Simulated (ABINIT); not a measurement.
The system is NaF (Villiaumite).

```
Na F
1.0
     0.00000    2.32000    2.32000
     2.32000    0.00000    2.32000
     2.32000    2.32000    0.00000
Na F
1 1
Direct
  0.00000 0.00000 0.00000
  0.50000 0.50000 0.50000
```

Base run:

| Item | Value |
| --- | --- |
| Program | ABINIT 10.8.3 (patched build) |
| Functional | r2SCAN |
| Potentials or basis | Ansatz PAW PBE default generated set, frozen core |
| Cutoff | 517 eV |
| k mesh | 10 × 10 × 10 |
| Occupations | fermi-dirac, width 0.05 eV |
| Spin | no spin polarisation |

Its results: band gap on the k mesh 7.11 eV, direct; pressure -1.6 GPa.

Question: The run is repeated on the same cell with these changes: potentials or basis from Ansatz PAW PBE default generated set, frozen core to SG15 NC PBE v1.2; cutoff from 517 eV to 1306 eV. What comes out?

Answer: Band gap on the k mesh 7.16 eV, direct; pressure -0.9 GPa.

Caveats: the PAW data sets were made with another functional, which shifts forces and pressure a little (some runs); the atomic spheres overlap (some runs); the potentials were made for another functional, which shifts forces and pressure (some runs).

A k mesh can miss the band edges.
